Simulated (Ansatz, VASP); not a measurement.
GaSb in VASP and in Ansatz

Contents of INCAR:

```
  PREC = Accurate
  ENCUT = 520
  EDIFF = 1E-6
  ISMEAR = -1
  SIGMA = 0.05
  LREAL = F
  LASPH = T
  NELM = 80
  ALGO = Normal
  ISIF = 2
  LWAVE = F
  LCHARG = F
  GGA = PE
  NBANDS = 16
```

The input KPOINTS:

```
regular mesh
0
Gamma
  10 10 10
```

File POSCAR:

```
GaSb
1.0
   -2.6972256977      2.6972256977      1.5582344802
    2.6972256977     -2.6972256977      1.5582344802
    2.6972256977      2.6972256977     -1.5582344802
Sb Ga
1 1
Direct
    0.0000000000      0.0000000000      0.0000000000
    0.7500000000      0.2500000000      0.5000000000
```

File input.yaml:

```yaml
crystal:
  lattice:
    - [-2.6972256977, 2.6972256977, 1.5582344802]
    - [2.6972256977, -2.6972256977, 1.5582344802]
    - [2.6972256977, 2.6972256977, -1.5582344802]
  atoms:
    - { symbol: Sb, position: [0.0, 0.0, 0.0] }
    - { symbol: Ga, position: [0.75, 0.25, 0.5] }
kpoints:
  mp_grid: { grid: [10, 10, 10] }
scf:
  occupations: { method: fermi_dirac, width: 0.05 }
hamiltonian:
  xc: pbe
  pseudopotentials: { kind: all_electron, lapw: { basis_error: 0.0005 } }
output:
  forces: true
  stress: true
  eigenvalues: true
```

Change from the starting cell: volume scaled by 0.94.

Alike in both runs: task single point; functional PBE; k mesh 10 × 10 × 10; occupations fermi-dirac, width 0.05 eV; no spin polarisation.

|  | VASP | Ansatz |
| --- | --- | --- |
| version | VASP 6.6.1 | Ansatz 0.2.0 |
| potentials or method | VASP PAW PBE potentials, release 64 (Sb, Ga_d) | all-electron LAPW, scalar-relativistic |
| plane-wave cutoff (eV) | 520 | see its input |

|  | VASP | Ansatz | Ansatz less VASP |
| --- | --- | --- | --- |
| gap on the k mesh at the Fermi level (eV) | none | none | - |
| pressure (GPa) | 3.9 | 3.9 | -0.01 |
| largest component of the traceless stress (GPa) | 0.92 | 0.88 | -0.043 |

A gap of «none» marks a metal or a gap that the smearing closes. Ansatz ran all-electron here, so the differences hold the error of VASP's frozen core and of both bases.

The runs have no spin-orbit coupling, so splittings on Sb are missing.
